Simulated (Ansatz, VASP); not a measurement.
## Two plane-wave programs on Mo

```
Mo
1.0
     0.00000    2.36350    1.60647
     2.36350    0.00000    1.60647
     2.36350    2.36350    0.00000
Mo
1
Cartesian
  0.0000 0.0000 0.0000
```

Alike in both runs: task single point; functional PBE; k mesh 22 × 22 × 22; occupations gaussian, width 0.15 eV; no spin polarisation.

|  | VASP | Ansatz |
| --- | --- | --- |
| version | VASP 6.6.1 | Ansatz 0.2.0 |
| potentials or method | VASP PAW PBE potentials, release 64 (Mo_sv) | scalar-relativistic, plane waves, PAW |
| plane-wave cutoff (eV) | 520 | 420 |
| valence electrons in the cell | 14 | 14 |

|  | VASP | Ansatz | Ansatz less VASP |
| --- | --- | --- | --- |
| gap on the k mesh at the Fermi level (eV) | none | none | - |
| pressure (GPa) | -24.7 | -25.0 | -0.36 |
| largest component of the traceless stress (GPa) | 5.91 | 5.91 | +0.003 |

A gap of «none» marks a metal or a gap that the smearing closes. With one functional, cell and mesh, what is left measures potentials, basis and numerics.

Caveats: so large a pressure means that the cell lies far from this level's equilibrium, or that cutoff or potentials fall short (VASP).
